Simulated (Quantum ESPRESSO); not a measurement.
# Ba (Im-3m) in Quantum ESPRESSO: notebook

The runs below take Ba through single point, with PBE.

Program: Quantum ESPRESSO 7.5. These are calculated values, not measurements. Logs are shortened: lines on timing, memory, paths and dates and some standing lists are left out, and cuts for length are marked.

### Step 1. The crystal as given

It takes space group Im-3m (No. 229, cubic). Conventional cell: a = 5.013 Å, b = 5.013 Å, c = 5.013 Å, α = 90.00°, β = 90.00°, γ = 90.00°. Ba (site symmetry m-3m) is surrounded by 8 Ba at 4.34 Å.

### Step 2. Single point, PBE, collinear spin, random start

pw.in reads:

```
&CONTROL
  calculation = 'scf'
  prefix = 'pwscf'
  outdir = './tmp'
  pseudo_dir = './pseudo'
  tprnfor = .true.
  tstress = .true.
  disk_io = 'nowf'
/
&SYSTEM
  ibrav = 0
  nat = 1
  ntyp = 1
  ecutwfc = 40
  nbnd = 13
  occupations = 'smearing'
  smearing = 'fd'
  degauss = 0.00367493
  nspin = 2
  starting_magnetization(1) = 0.002
/
&ELECTRONS
  conv_thr = 2d-10
  electron_maxstep = 120
  mixing_beta = 0.3
/
ATOMIC_SPECIES
Ba   137.3270 56_Ba_10_2.8_2.8_pbe_n_v1.0.upf
CELL_PARAMETERS angstrom
  -2.5065000000    2.5065000000    2.5065000000
   2.5065000000   -2.5065000000    2.5065000000
   2.5065000000    2.5065000000   -2.5065000000
ATOMIC_POSITIONS crystal
Ba     0.0000000000    0.0000000000    0.0000000000
K_POINTS automatic
4 4 4 0 0 0
```

Potentials or basis: SPMS 1.0 PBE.

Started as:

```bash
$ OMP_NUM_THREADS=1 mpirun -n 2 pw.x -nk 2 -in pw.in > pw.out
```

pw.out:

```text
This program is part of the open-source Quantum ESPRESSO suite
     for quantum simulation of materials; please cite
[... 6 lines left out ...]
     using ibrav=0 with symmetry is DISCOURAGED, use correct ibrav instead

     K-points division:     npool     =       2
     Subspace diagonalization in iterative solution of the eigenvalue problem:
     a serial algorithm will be used

     G-vector sticks info
     --------------------
     sticks:   dense  smooth     PW     G-vecs:    dense   smooth      PW
     Sum         809     809    281                14579    14579    3043

     Using Slab Decomposition

     bravais-lattice index     =            0
     lattice parameter (alat)  =       8.2040  a.u.
     unit-cell volume          =     425.0693 (a.u.)^3
     number of atoms/cell      =            1
     number of atomic types    =            1
     number of electrons       =        10.00
     number of Kohn-Sham states=           13
     kinetic-energy cutoff     =      40.0000  Ry
     charge density cutoff     =     160.0000  Ry
     scf convergence threshold =      2.0E-10
     mixing beta               =       0.3000
     number of iterations used =            8  plain     mixing
     Exchange-correlation= PBE
                           (   1   4   3   4   0   0   0)

     celldm(1)=   8.204029  celldm(2)=   0.000000  celldm(3)=   0.000000
     celldm(4)=   0.000000  celldm(5)=   0.000000  celldm(6)=   0.000000

     crystal axes: (cart. coord. in units of alat)
               a(1) = (  -0.577350   0.577350   0.577350 )
               a(2) = (   0.577350  -0.577350   0.577350 )
               a(3) = (   0.577350   0.577350  -0.577350 )

     reciprocal axes: (cart. coord. in units 2 pi/alat)
               b(1) = ( -0.000000  0.866025  0.866025 )
               b(2) = (  0.866025 -0.000000  0.866025 )
               b(3) = (  0.866025  0.866025  0.000000 )

     PseudoPot. # 1 for Ba read from file:
     56_Ba_10_2.8_2.8_pbe_n_v1.0.upf
     Pseudo is Norm-conserving + core correction, Zval = 10.0
     Generated using ONCVPSP code by D. R. Hamann
     Using radial grid of 1950 points,  8 beta functions with:
                l(1) =   0
                l(2) =   0
                l(3) =   1
                l(4) =   1
                l(5) =   2
                l(6) =   2
                l(7) =   3
                l(8) =   3

     atomic species   valence    mass     pseudopotential
     Ba               10.00   137.32700     Ba( 1.00)

     Starting magnetic structure
     atomic species   magnetization
     Ba              0.002

     48 Sym. Ops., with inversion, found

   Cartesian axes

     site n.     atom                  positions (alat units)
         1        Ba     tau(   1) = (   0.0000000   0.0000000   0.0000000  )

     number of k points=     8  Fermi-Dirac smearing, width (Ry)=  0.0037
                       cart. coord. in units 2pi/alat
        k(    1) = (   0.0000000   0.0000000   0.0000000), wk =   0.0156250
        k(    2) = (   0.2165064   0.2165064   0.0000000), wk =   0.1875000
        k(    3) = (  -0.4330127  -0.4330127   0.0000000), wk =   0.0937500
        k(    4) = (   0.4330127   0.2165064   0.2165064), wk =   0.3750000
        k(    5) = (   0.4330127   0.4330127   0.4330127), wk =   0.0312500
        k(    6) = (   0.0000000   0.0000000   0.4330127), wk =   0.0937500
        k(    7) = (  -0.8660254  -0.2165064  -0.2165064), wk =   0.1875000
        k(    8) = (  -0.8660254  -0.8660254  -0.8660254), wk =   0.0156250

     Dense  grid:    14579 G-vectors     FFT dimensions: (  36,  36,  36)

     Generating pointlists ...
     new r_m :   0.4125 (alat units)  3.3842 (a.u.) for type    1

     Initial potential from superposition of free atoms

     starting charge       9.9834, renormalised to      10.0000
     Starting wfcs are    5 randomized atomic wfcs +    8 random wfcs

     Self-consistent Calculation

     iteration #  1     ecut=    40.00 Ry     beta= 0.30
     Davidson diagonalization with overlap
     ethr =  1.00E-02,  avg # of iterations =  8.9

     Threshold (ethr) on eigenvalues was too large:
     Diagonalizing with lowered threshold

     Davidson diagonalization with overlap
     c_bands:  2 eigenvalues not converged
     ethr =  8.30E-06,  avg # of iterations = 15.0

     total energy              =     -56.51002423 Ry
     estimated scf accuracy    <       0.00092327 Ry

     total magnetization       =     0.00 Bohr mag/cell
     absolute magnetization    =     0.00 Bohr mag/cell
[... 71 lines left out ...]
     iteration #  9     ecut=    40.00 Ry     beta= 0.30
     Davidson diagonalization with overlap
     ethr =  2.88E-12,  avg # of iterations =  2.1

     Magnetic moment per site  (integrated on atomic sphere of radius R)
     atom   1 (R=0.412)  charge=  8.8050  magn=  0.0000

     End of self-consistent calculation

 ------ SPIN UP ------------

          k = 0.0000 0.0000 0.0000 (  1865 PWs)   bands (ev):

   -23.1525  -8.0839  -8.0839  -8.0839   3.0065   7.5889   7.5889   7.5889
     8.9992   8.9992  10.8603  10.8603  10.8604

          k = 0.2165 0.2165 0.0000 (  1813 PWs)   bands (ev):

   -23.1310  -8.3218  -8.1587  -8.0854   4.0140   6.8836   6.9138   8.6726
     8.7271   8.9697  11.3451  11.8280  11.9954

          k =-0.4330-0.4330 0.0000 (  1814 PWs)   bands (ev):

   -23.1094  -8.5425  -8.2314  -8.0870   4.8669   6.4497   6.9725   8.9648
     9.5479  10.3475  10.9874  11.6136  11.8909

          k = 0.4330 0.2165 0.2165 (  1828 PWs)   bands (ev):
[... 11 lines left out ...]
   -23.1123  -8.3308  -8.2398  -8.2398   4.8512   6.4696   7.5817   7.5817
     8.6138   9.3142  11.5290  12.3133  12.3140

          k =-0.8660-0.2165-0.2165 (  1810 PWs)   bands (ev):

   -23.0934  -8.4734  -8.3183  -8.2491   5.5249   5.9227   7.5255   7.5852
     9.9524  10.7143  11.3624  11.6648  12.3688

          k =-0.8660-0.8660-0.8660 (  1830 PWs)   bands (ev):

   -23.0774  -8.4024  -8.4024  -8.4024   5.2190   5.2190   9.7680   9.7680
     9.7680  10.4940  10.4940  10.4940  11.7198

 ------ SPIN DOWN ----------

          k = 0.0000 0.0000 0.0000 (  1865 PWs)   bands (ev):

   -23.1525  -8.0839  -8.0839  -8.0839   3.0065   7.5889   7.5889   7.5889
     8.9992   8.9992  10.8603  10.8603  10.8604

          k = 0.2165 0.2165 0.0000 (  1813 PWs)   bands (ev):

   -23.1310  -8.3218  -8.1587  -8.0854   4.0140   6.8837   6.9138   8.6726
     8.7271   8.9698  11.3451  11.8280  11.9954

          k =-0.4330-0.4330 0.0000 (  1814 PWs)   bands (ev):

   -23.1093  -8.5425  -8.2314  -8.0870   4.8669   6.4497   6.9726   8.9648
     9.5479  10.3476  10.9874  11.6135  11.8909

          k = 0.4330 0.2165 0.2165 (  1828 PWs)   bands (ev):
[... 11 lines left out ...]
   -23.1123  -8.3308  -8.2398  -8.2398   4.8512   6.4697   7.5817   7.5817
     8.6138   9.3143  11.5291  12.3140  12.3160

          k =-0.8660-0.2165-0.2165 (  1810 PWs)   bands (ev):

   -23.0934  -8.4734  -8.3183  -8.2491   5.5249   5.9228   7.5255   7.5852
     9.9524  10.7143  11.3624  11.6648  12.3688

          k =-0.8660-0.8660-0.8660 (  1830 PWs)   bands (ev):

   -23.0774  -8.4024  -8.4024  -8.4024   5.2190   5.2190   9.7680   9.7680
     9.7680  10.4940  10.4940  10.4940  11.7197

     the Fermi energy is     5.8050 ev

!    total energy              =     -56.51017283 Ry
     estimated scf accuracy    <          1.1E-11 Ry
     smearing contrib. (-TS)   =      -0.00044737 Ry
     internal energy E=F+TS    =     -56.50972546 Ry

     The total energy is F=E-TS. E is the sum of the following terms:
     one-electron contribution =     -14.09576427 Ry
     hartree contribution      =       9.10067484 Ry
     xc contribution           =     -13.09852974 Ry
     ewald contribution        =     -38.41610629 Ry

     total magnetization       =     0.00 Bohr mag/cell
     absolute magnetization    =     0.00 Bohr mag/cell

     convergence has been achieved in   9 iterations

     Forces acting on atoms (cartesian axes, Ry/au):

     atom    1 type  1   force =     0.00000000    0.00000000    0.00000000

     Total force =     0.000000     Total SCF correction =     0.000000

     Computing stress (Cartesian axis) and pressure

          total   stress  (Ry/bohr**3)                   (kbar)     P=        2.60
   0.00001771   0.00000000  -0.00000000            2.60        0.00       -0.00
   0.00000000   0.00001771   0.00000000            0.00        2.60        0.00
   0.00000000   0.00000000   0.00001771            0.00        0.00        2.60

=------------------------------------------------------------------------------=
   JOB DONE.
=------------------------------------------------------------------------------=
```

It took 5.5 s on 2 MPI ranks of Arm Neoverse V1, shared host; peak memory 0.14 GiB.

What came out:

- Free energy: -768.8601 eV
- Pressure: 0.3 GPa
- Band gap on the k mesh: none (metal or under the smearing width)
- Net moment: 0.00 μB per cell
- Absolute moment: 0.00 μB per cell
- Valence electrons inside the program's atomic spheres: Ba 8.81

Caveat: the k mesh is coarse (spacing up to 0.44 Å⁻¹), so the values aren't converged.

### Step 3. Single point, PBE (volume scaled by 1.25)

pw.in reads:

```
&CONTROL
  calculation = 'scf'
  prefix = 'pwscf'
  outdir = './tmp'
  pseudo_dir = './pseudo'
  tprnfor = .true.
  tstress = .true.
  disk_io = 'nowf'
/
&SYSTEM
  ibrav = 0
  nat = 1
  ntyp = 1
  ecutwfc = 90
  nbnd = 10
  occupations = 'smearing'
  smearing = 'fd'
  degauss = 0.00367493
/
&ELECTRONS
  conv_thr = 2d-10
  electron_maxstep = 120
  mixing_beta = 0.5
/
ATOMIC_SPECIES
Ba   137.3270 Ba.upf
CELL_PARAMETERS angstrom
  -2.7000452753    2.7000452753    2.7000452753
   2.7000452753   -2.7000452753    2.7000452753
   2.7000452753    2.7000452753   -2.7000452753
ATOMIC_POSITIONS crystal
Ba     0.0000000000    0.0000000000    0.0000000000
K_POINTS automatic
2 2 2 0 0 0
```

Potentials or basis: PseudoDojo 0.4 SR PBE stringent.

Started as:

```bash
$ OMP_NUM_THREADS=1 mpirun -n 2 pw.x -in pw.in > pw.out
```

It took 4.1 s on 2 MPI ranks of Arm Neoverse V1, shared host; peak memory 0.18 GiB.

It converged, with:

```
Free energy            : -762.1233 eV
Pressure               : -3.7 GPa
Band gap on the k mesh : none (metal or under the smearing width)
```

Levels at points of the mesh, in eV from the Fermi level:
```
              k point  band 1  band 2  band 3  band 4  band 5  band 6  band 7  band 8  band 9  band 10
   (0.00, 0.00, 0.00)  -28.96  -13.99  -13.99  -13.99   -2.33    1.87    1.87    1.87    3.00     3.00
  (0.00, 0.00, -0.50)  -28.95  -14.21  -14.06  -13.99   -0.50    0.97    0.98    2.89    3.38     4.56
(-0.50, -0.50, -0.50)  -28.94  -14.14  -14.14  -14.14    0.00    0.00    3.51    3.51    3.51     4.10
```

Caveat: the k mesh is coarse (spacing up to 0.82 Å⁻¹), so the values aren't converged. The run has no spin-orbit coupling, so splittings on Ba are missing.
